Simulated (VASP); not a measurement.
**VASP 6.6.1, PBE single-point calculation, LiF (strained rocksalt)**

INCAR

```
GGA = PE
EDIFF = 1E-7
LWAVE = .FALSE.
NELM = 120
LREAL = .FALSE.
IBRION = -1
NBANDS = 12
PREC = Accurate
ISIF = 2
LCHARG = .FALSE.
NSW = 0
SIGMA = 0.02
ENCUT = 520
ISMEAR = -1
LASPH = .TRUE.
```

KPOINTS

```
KPOINTS created by Atomic Simulation Environment
0
Gamma
10 10 10
0 0 0
```

KPOINTS_OPT

```
special points
6
Reciprocal
0.0000000000 0.0000000000 0.0000000000 1
0.5000000000 0.0000000000 0.5000000000 1
0.6250000000 0.2500000000 0.6250000000 1
0.3750000000 0.3750000000 0.7500000000 1
0.5000000000 0.5000000000 0.5000000000 1
0.5000000000 0.2500000000 0.7500000000 1
```

POSCAR

```
Li F
 1.0000000000000000
    -0.0186235506000000    1.9961969043000001    1.9961969043000001
     1.9961969043000001   -0.0186235506000000    1.9961969043000001
     1.9961969043000001    1.9961969043000001   -0.0186235506000000
 Li  F
   1   1
Cartesian
  0.0000000000000000  0.0000000000000000  0.0000000000000000
  1.9868851289999998  1.9868851289999998  1.9868851289999998
```

VASP ran with the recommended PBE PAW datasets (10 valence electrons in the cell).

Command

```
mpirun -np 1 vasp_std
```

OSZICAR

```
N       E                     dE             d eps       ncg     rms          rms(c)
DAV:   1     0.306753341309E+02    0.30675E+02   -0.54334E+03  2928   0.845E+02
DAV:   2    -0.914252687171E+01   -0.39818E+02   -0.38733E+02  3392   0.186E+02
DAV:   3    -0.101318251444E+02   -0.98930E+00   -0.98619E+00  3636   0.256E+01
DAV:   4    -0.101437544314E+02   -0.11929E-01   -0.11928E-01  3108   0.282E+00
DAV:   5    -0.101438754196E+02   -0.12099E-03   -0.12099E-03  3708   0.219E-01    0.454E+00
DAV:   6    -0.962231371631E+01    0.52156E+00   -0.24828E+00  3124   0.980E+00    0.138E+00
DAV:   7    -0.962653032487E+01   -0.42166E-02   -0.18558E-02  3732   0.120E+00    0.857E-01
DAV:   8    -0.963320669775E+01   -0.66764E-02   -0.14806E-02  3412   0.126E+00    0.109E-01
DAV:   9    -0.963322799581E+01   -0.21298E-04   -0.92586E-04  3228   0.275E-01    0.427E-02
DAV:  10    -0.963331689507E+01   -0.88899E-04   -0.13041E-04  3232   0.898E-02    0.159E-02
DAV:  11    -0.963331577791E+01    0.11172E-05   -0.66605E-06  3436   0.239E-02    0.221E-03
DAV:  12    -0.963331586885E+01   -0.90938E-07   -0.48286E-07  3316   0.593E-03
   1 F= -.96333159E+01 E0= -.96333159E+01  d E =-.682440E-13
       N       E                     dE             ncg
DAV:   1     0.191439336207E+03   -0.33302E+04      144
DAV:   2    -0.103885443318E+03   -0.29532E+03      180
DAV:   3    -0.111415357554E+03   -0.75299E+01      196
DAV:   4    -0.111467831289E+03   -0.52474E-01      176
DAV:   5    -0.111468354799E+03   -0.52351E-03      180
DAV:   6    -0.111468367913E+03   -0.13113E-04      184
DAV:   7    -0.111468368280E+03   -0.36747E-06      184
DAV:   8    -0.111468368289E+03   -0.92156E-08      168
```

From OUTCAR

```
k-points           NKPTS =    116   k-points in BZ     NKDIM =    116   number of bands    NBANDS=     12

   NELECT =      10.0000    total number of electrons

   dimension x,y,z NGX =    24 NGY =   24 NGZ =   24
   dimension x,y,z NGXF=    48 NGYF=   48 NGZF=   48

  energy-cutoff  :      520.00
  volume of cell :       16.13
      direct lattice vectors                 reciprocal lattice vectors
    -0.018623551  1.996196904  1.996196904    -0.246998033  0.249324107  0.249324107
     1.996196904 -0.018623551  1.996196904     0.249324107 -0.246998033  0.249324107
     1.996196904  1.996196904 -0.018623551     0.249324107  0.249324107 -0.246998033

 k-points in reciprocal lattice and weights: KPOINTS created by Atomic Simulation Env
   0.00000000  0.00000000  0.00000000       0.001
   0.10000000  0.00000000  0.00000000       0.006
   0.20000000  0.00000000  0.00000000       0.006
   0.30000000  0.00000000  0.00000000       0.006
   0.40000000  0.00000000 -0.00000000       0.006
   0.50000000 -0.00000000 -0.00000000       0.003
   0.10000000  0.10000000  0.00000000       0.006
   0.20000000  0.10000000  0.00000000       0.012
   ...

 E-fermi :  -0.3902

 k-point     1 :       0.0000    0.0000    0.0000
  band No.  band energies     occupation
      1     -41.8337      2.00000
      2     -20.9495      2.00000
      3      -0.9650      2.00000
      4      -0.9650      2.00000
      5      -0.8903      2.00000
      6       8.2652      0.00000
      7      23.1413      0.00000
      8      23.1413      0.00000
      9      23.2942      0.00000
     10      23.3527      0.00000
     11      23.3527      0.00000
     12      23.8311      0.00000

 k-point     2 :       0.1000    0.0000    0.0000
  band No.  band energies     occupation
      1     -41.8279      2.00000
      2     -20.9106      2.00000
      3      -1.2477      2.00000
      4      -0.9866      2.00000
      5      -0.9217      2.00000
      6       8.5546      0.00000
      7      20.3854      0.00000
      8      21.8544      0.00000
      9      22.0478      0.00000
     10      24.4242      0.00000
     11      24.6564      0.00000
     12      24.8086      0.00000

 k-point     3 :       0.2000    0.0000    0.0000
  band No.  band energies     occupation
      1     -41.8127      2.00000
      2     -20.8062      2.00000
      3      -1.9424      2.00000
      4      -1.0420      2.00000
      5      -0.9846      2.00000
      6       9.2003      0.00000
      7      17.9316      0.00000
      8      20.3683      0.00000
      9      20.5383      0.00000
     10      25.6524      0.00000
     11      25.7605      0.00000
     12      26.1757      0.00000

 k-point     4 :       0.3000    0.0000    0.0000
  band No.  band energies     occupation
      1     -41.7938      2.00000
      2     -20.6714      2.00000
      3      -2.7136      2.00000
      4      -1.1081      2.00000
      5      -1.0587      2.00000
      6       9.7397      0.00000
      7      16.4740      0.00000
      8      19.1212      0.00000
      9      19.2846      0.00000
     10      27.0235      0.00000
     11      27.4561      0.00000
     12      27.8801      0.00000

 k-point     5 :       0.4000    0.0000   -0.0000
  band No.  band energies     occupation
      1     -41.7785      2.00000
      2     -20.5578      2.00000
      3      -3.2887      2.00000
      4      -1.1597      2.00000
      5      -1.1167      2.00000
      6       9.9165      0.00000
      7      15.9647      0.00000
      8      18.3143      0.00000
      9      18.4781      0.00000
     10      28.6263      0.00000
     11      29.2357      0.00000
     12      29.6461      0.00000

 k-point     6 :       0.5000   -0.0000   -0.0000
  band No.  band energies     occupation
      1     -41.7727      2.00000
      2     -20.5135      2.00000
      3      -3.4997      2.00000
      4      -1.1789      2.00000
      5      -1.1384      2.00000
      6       9.9163      0.00000
      7      15.8993      0.00000
      8      18.0369      0.00000
      9      18.2013      0.00000
     10      29.6914      0.00000
     11      30.1439      0.00000
     12      30.5356      0.00000

 k-point     7 :       0.1000    0.1000    0.0000
  band No.  band energies     occupation
      1     -41.8259      2.00000
      2     -20.8959      2.00000
      3      -1.2081      2.00000
      4      -1.0675      2.00000
      5      -1.0098      2.00000
      6       8.6740      0.00000
      7      21.2351      0.00000
      8      21.2388      0.00000
      9      21.5372      0.00000
     10      21.8402      0.00000
     11      26.1698      0.00000
     12      26.3820      0.00000

 k-point     8 :       0.2000    0.1000    0.0000
  band No.  band energies     occupation
      1     -41.8139      2.00000
      2     -20.8099      2.00000
      3      -1.7563      2.00000
      4      -1.1279      2.00000
      5      -1.0895      2.00000
      6       9.2635      0.00000
      7      18.5526      0.00000
      8      20.4675      0.00000
      9      20.5886      0.00000
     10      22.4359      0.00000
     11      27.3937      0.00000
     12      27.8481      0.00000

 k-point     9 :       0.3000    0.1000   -0.0000
  band No.  band energies     occupation
      1     -41.7964      2.00000
      2     -20.6809      2.00000
      3      -2.4981      2.00000
      4      -1.2155      2.00000
      5      -1.1735      2.00000
      6       9.9313      0.00000
      7      16.7042      0.00000
      8      19.2885      0.00000
      9      19.5629      0.00000
     10      23.9806      0.00000
     11      28.6470      0.00000
     12      29.1273      0.00000

 k-point    10 :       0.4000    0.1000   -0.0000
  band No.  band energies     occupation
      1     -41.7800      2.00000
      2     -20.5564      2.00000
      3      -3.1226      2.00000
      4      -1.3116      2.00000
      5      -1.2419      2.00000
      6      10.2926      0.00000
      7      15.8409      0.00000
      8      18.4759      0.00000
      9      18.7548      0.00000
     10      25.8365      0.00000
     11      30.0153      0.00000
     12      30.4074      0.00000

 k-point    11 :       0.5000    0.1000    0.0000
  band No.  band energies     occupation
      1     -41.7712      2.00000
      2     -20.4875      2.00000
      3      -3.4384      2.00000
      4      -1.4206      2.00000
      5      -1.2257      2.00000
      6      10.3502      0.00000
      7      15.6178      0.00000
      8      18.1506      0.00000
      9      18.3266      0.00000
     10      27.7693      0.00000
     11      30.2764      0.00000
     12      30.8666      0.00000

 k-point    12 :      -0.4000    0.1000    0.0000
  band No.  band energies     occupation
      1     -41.7731      2.00000
      2     -20.5045      2.00000
      3      -3.3579      2.00000
      4      -1.4761      2.00000
      5      -1.1538      2.00000
      6      10.3352      0.00000
      7      15.6004      0.00000
      8      18.2661      0.00000
      9      18.3910      0.00000
     10      28.7584      0.00000
     11      29.4564      0.00000
     12      29.6796      0.00000

 k-point    13 :      -0.3000    0.1000   -0.0000
  band No.  band energies     occupation
      1     -41.7852      2.00000
      2     -20.5998      2.00000
      3      -2.9073      2.00000
      4      -1.4512      2.00000
      5      -1.0546      2.00000
      6      10.1825      0.00000
      7      15.9106      0.00000
      8      18.7883      0.00000
      9      18.9409      0.00000
     10      27.2325      0.00000
     11      27.5894      0.00000
     12      29.6054      0.00000

 k-point    14 :      -0.2000    0.1000    0.0000
  band No.  band energies     occupation
      1     -41.8028      2.00000
      2     -20.7323      2.00000
      3      -2.2286      2.00000
      4      -1.3439      2.00000
      5      -0.9646      2.00000
      6       9.6770      0.00000
      7      17.0058      0.00000
      8      19.5573      0.00000
      9      19.9981      0.00000
     10      25.6373      0.00000
     11      25.9289      0.00000
     12      28.5896      0.00000

 k-point    15 :      -0.1000    0.1000    0.0000
  band No.  band energies     occupation
      1     -41.8192      2.00000
      2     -20.8499      2.00000
      3      -1.5822      2.00000
      4      -1.1617      2.00000
      5      -0.9171      2.00000
      6       8.9877      0.00000
      7      18.8793      0.00000
      8      20.4627      0.00000
      9      21.3748      0.00000
     10      24.4002      0.00000
     11      24.9602      0.00000
     12      27.1026      0.00000

 ...

  Total        0.2665836      0.2665836      0.2665836      0.0583535      0.0583535      0.0583535
  in kB       26.4769822     26.4769822     26.4769822      5.7956532      5.7956532      5.7956532
  external PRESSURE =      26.4769822 kB  Pullay stress =       0.0000000 kB

 POSITION                                       TOTAL-FORCE (eV/Angst)
 -----------------------------------------------------------------------------------
      0.00000      0.00000      0.00000        -0.000000     -0.000000     -0.000000
      1.98689      1.98689      1.98689         0.000000      0.000000      0.000000
 -----------------------------------------------------------------------------------
    total drift:                               -0.000000     -0.000000      0.000000

  FREE ENERGIE OF THE ION-ELECTRON SYSTEM (eV)
  ---------------------------------------------------
  free  energy   TOTEN  =        -9.6333158689 eV

  energy  without entropy=       -9.6333158689  energy(sigma->0) =       -9.63331587
```

```
gap between bands v and c : 9.16 eV
least direct gap          : 9.16 eV
pressure                  : 2.6 GPa
```

Band v is the last that the valence electrons fill when counted band by band, and c is the next.

The run took about 14 s on one core of a shared host (Intel Xeon Platinum 8488C) and held 0.15 GiB at most.
